Hybrid density functional calculations with Ansatz 0.2.0 for diamond (two-atom primitive cell), using plane waves, PAW potentials, an 8×8×8 k mesh and fixed occupations, without spin polarisation. All rows use the same fixed r2SCAN cell, with a conventional edge of 3.560 Å. Pressure and stress are positive in compression.

```csv
functional,wave cutoff,pressure (GPa),stress xx (GPa),stress yy (GPa),stress zz (GPa)
DDH-PBE0,420 eV,-2.700,-2.700,-2.700,-2.700
HSE06,420 eV,-5.700,-5.700,-5.700,-5.700
LC-wPBE,420 eV,-10.700,-10.700,-10.700,-10.700
PBE0,420 eV,-5.800,-5.800,-5.800,-5.800
r2SCAN0,500 eV,-7.900,-7.900,-7.900,-7.900
```

**Q:** Nothing is squeezing this diamond, so what does a pressure of several GPa with a minus sign mean?

**A:** It means that the cell is too large for the functional. All five were given the same cell, which was relaxed with a sixth functional, r2SCAN, and each would shrink it at these settings. In a crystal as stiff as diamond, a few GPa correspond to only a few thousandths of the edge. The three stress columns repeat the pressure because cubic symmetry makes the pull equal along each axis.

The conversion is Hooke's law. The pressure $P$ equals the bulk modulus $B$ times the fractional volume change that the functional wants, and the edge changes by a third of that fraction:

$$\frac{\Delta a}{a} \approx \frac{P}{3B}$$

For PBE0, with a rough textbook value of 440 GPa for $B$, this gives $-5.8/(3\times 440) = -0.0044$. PBE0 would thus like an edge about 0.4 % shorter. This is an estimate, since no cell was relaxed with PBE0 and $B$ itself depends somewhat on the functional.

**Q:** What would happen if I made the edge slightly longer, or replaced diamond by silicon?

**A:** A longer edge adds tension, and surprisingly fast: by the same formula, 0.01 Å more costs nearly 4 GPa. A cell borrowed from another functional can therefore carry a false load as large as a real one. If you want the response to an applied pressure, first relax the cell with the functional you intend to use.

Silicon has a bulk modulus of very roughly 100 GPa. The same relative mismatch of the cell would then show up as about a quarter of the pressure. A small pressure in a soft crystal can hide as large an error in length as a big one in diamond.

**Q:** DDH-PBE0 and PBE0 have almost the same name. Why does PBE0 pull twice as hard?

**A:** They differ in one ingredient, the share of PBE exchange that is replaced by exact exchange. In a covalent bond, PBE exchange also imitates part of the correlation between electrons at the two ends, and this part grows as the bond is stretched. Exact exchange lacks it. The more exact exchange is mixed in, the more a stretched bond costs, and the preferred cell shrinks. The two rows agree with this in direction, but they don't prove the cause.

PBE0 uses a share of 0.25. DDH-PBE0 uses the inverse of the dielectric constant, which for diamond is about 1/5.7, or 0.18; the value used in the run isn't printed, so this is an estimate. The energy is linear in the share as long as the orbitals hardly change, so the pressure should be nearly linear too. A straight line through the two rows gives about 0.4 GPa more tension for each extra hundredth of exact exchange.

Two points always lie on a line, so this is no test. Carried on to a share of zero, however, the line ends at a positive pressure of roughly 5 GPa. Plain PBE should then want a larger cell than this one, in keeping with its known habit of making crystals slightly too large.

**Q:** HSE06 keeps exact exchange only at short distances. Shouldn't it pull less than PBE0?

**A:** The two are tied: their difference of 0.1 GPa is too small to interpret. The likely reason is how gently HSE06 makes its cut. It fades out exact exchange over a distance of about 5 Å, some three bond lengths. Some of it is already missing between neighbouring atoms, but the missing part varies slowly with the distance between the electrons. Its energy therefore hardly changes when the bonds stretch a little, and that change is what decides the preferred cell.

LC-wPBE works the other way round: exact exchange is weak at close range and complete at long range. Its changeover comes at about 1.3 Å, which is shorter than the bond of 1.54 Å. Its "long range" therefore already includes neighbouring atoms, and this would explain why it pulls hardest of the five. That reading rests on a single row, and the close-range part of LC-wPBE differs from PBE0 as well.

The straight line from the previous answer can't be carried over to LC-wPBE. A share of one, put into the line, would predict a tension of nearly 40 GPa, whereas LC-wPBE gives 10.7 GPa. The line is carried far beyond its two points here, so part of the misfit may be its own. But LC-wPBE has no single share either: its amount of exact exchange depends on the distance between the electrons.

**Q:** Exact exchange also widens the band gap. Could I simply read the pressure off the gap?

**A:** It looks tempting, because the functional with by far the widest gap, LC-wPBE, also has the strongest tension. The same calculations show why it fails. Going from HSE06 to PBE0 widens the gap by 0.7 eV and leaves the pressure where it was. Going from DDH-PBE0 to PBE0 widens it by a similar 0.6 eV and adds 3.1 GPa of tension.

The two quantities weigh the parts of exchange differently. The smooth long-range part, which PBE0 keeps and HSE06 leaves out, lowers the filled levels relative to the empty ones. This opens the gap but barely affects the preferred cell. Exact exchange at shorter range affects both. A functional can therefore be adjusted to give a good gap and still prefer the wrong cell size, or the reverse.

**Q:** Then r2SCAN0, with 2.1 GPa more tension than PBE0, must simply be the functional that binds more tightly?

**A:** That can't be concluded from this pair. Tension shows which cell size a functional prefers, not how strongly it binds. Nor can the difference be assigned to the functional alone, because the wave cutoff is also higher, 500 eV against 420 eV. The cutoff sets how fine a ripple the plane waves can describe, and it has its own effect on pressure. When the stress is computed, the number of waves stays fixed while the cell is stretched in thought. The waves become coarser, the energy rises artificially, and the crystal seems to resist expansion. This is the Pulay stress, and unless it is corrected it makes the pressure too negative.

A higher cutoff lessens this false tension. If both functionals were equally sensitive to the basis, r2SCAN0 would carry less of it than PBE0, and the cutoff would hide part of the difference instead of creating it. But r2SCAN0 may need a finer basis than PBE0, and no row tests that, so the size of the difference stays uncertain.

It takes very little to matter. If a cutoff 10 % higher would lower the energy by just 5 meV per atom, the false tension is already 1 GPa. An energy that looks well converged can thus still come with a poor pressure.

**Q:** Which digits would you trust, then?

**A:** I would trust the order of the four rows at 420 eV, with HSE06 and PBE0 counted as equal. Most of the basis error should be common to them and drop out of their differences, which are otherwise 3 GPa or more. I wouldn't use the tenths, since the stress was only loosely converged.

The absolute values are less secure than the differences. If 1 or 2 GPa of the tension came from the basis, that would be a modest part of it for LC-wPBE but a large part for DDH-PBE0. Repeating one row at a higher cutoff would show how much of the pull belongs to the functional and how much to the basis.
